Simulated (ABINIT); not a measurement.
Write the native input for ABINIT 10.8.3 (patched build) that does the following.

```yaml
Task: band structure
Functional: RPBE
Potentials_or_basis: JTH PAW PBE v2.0
Cutoff: 408 eV
k_mesh: 10 × 10 × 5
Occupations: fermi-dirac, width 0.05 eV
Spin: no spin polarisation
Fine-grid_cutoff: 816.342 eV
Exchange_and_correlation_inside_the_PAW_spheres: full angular mesh (pawxcdev 0, this build's default; the released program takes 1)
```

Mg:

```
Mg
1.0
     3.20930    0.00000    0.00000
    -1.60465    2.77934    0.00000
     0.00000    0.00000    5.21030
Mg
2
Cartesian
  1.6047 0.9264 3.9077
  0.0000 1.8529 1.3026
```

These files were run (other wordings do the same):

run.abi

```
ndtset 2

pp_dirpath "./"
pseudos "Mg.GGA_PBE-JTH.xml"

acell 3*1.0 Angstrom
rprim
     3.2093000000     0.0000000000     0.0000000000
    -1.6046500000     2.7793353284     0.0000000000
     0.0000000000     0.0000000000     5.2103000000
ntypat 1
znucl 12
natom 2
typat 1 1
xred
     0.6666666667     0.3333333333     0.7500000000
     0.3333333333     0.6666666667     0.2500000000

ecut 15.0
pawecutdg 30.0

ixc 15

occopt 3
tsmear 0.00183747

nstep 100

iomode 3
prtwf 0
prteig 0
prtebands 0
enunit 1
prtden1 1

kptopt1 1
ngkpt1 10 10 5
nshiftk1 1
shiftk1 0.0 0.0 0.0
nband1 14
tolvrs1 1.0e-9

iscf2 -2
getden2 1
nband2 18
nbdbuf2 2
tolwfr2 1.0e-12
kptopt2 -7
ndivsm2 6
prteig2 1
prtvol2 -3
kptbounds2
     0.0000000000     0.0000000000     0.0000000000
     0.5000000000     0.0000000000     0.0000000000
     0.3333333333     0.3333333333     0.0000000000
     0.0000000000     0.0000000000     0.0000000000
     0.0000000000     0.0000000000     0.5000000000
     0.5000000000     0.0000000000     0.5000000000
     0.3333333333     0.3333333333     0.5000000000
     0.0000000000     0.0000000000     0.5000000000
```

Potentials or basis: JTH PAW PBE v2.0.

Run with:

```bash
$ abinit run.abi > log 2>&1
```

Results of the run:

```yaml
Band_gap_on_the_k_mesh: none (metal or under the smearing width)
Valence_electrons_inside_the_program's_atomic_spheres: Mg 8.20 (radii [1.0063] Å)
```

It took 21 s on 1 thread of Arm Neoverse V2 (shared host), peak memory 0.1 GiB.
